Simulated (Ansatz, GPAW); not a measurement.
PbO2: 3 runs at one level of theory

```xyz
3
Lattice="0.0000 2.7020 2.7020 2.7020 0.0000 2.7020 2.7020 2.7020 0.0000" Properties=species:S:1:pos:R:3 pbc="T T T"
Pb    0.0000    0.0000    0.0000
O     4.0530    4.0530    4.0530
O     1.3510    1.3510    1.3510
```

The cell comes from a database or a generator and needn't be the stable form of this composition.

Alike in all runs: task band structure; functional LDA; k mesh 9 × 9 × 9; occupations fermi-dirac, width 0.05 eV; no spin polarisation; no spin-orbit coupling. LDA stands for any of its common fits. Pressure is positive in compression and, in plane waves, holds the error of the finite cutoff, which Ansatz's Pulay term estimates and takes out.

| program and potentials | plane-wave cutoff (eV) | notes | pressure (GPa) |
| --- | --- | --- | --- |
| Ansatz, Ansatz PAW | 420 | potentials made for PBE, which Ansatz adapts in part | ? |
| Ansatz, all-electron LAPW, scalar-relativistic | - | - | -10.01 |
| GPAW, the program's PAW data sets (release 1.2.1) made for this functional | 800 | - | -11.43 |

Task: Estimate from the other rows what the run with Ansatz, Ansatz PAW gave.

Result: Pressure -10.04 GPa. Its pressure holds a Pulay term of +0.84 GPa. The other rows, which needn't bracket it: pressure -11.43 to -10.01.
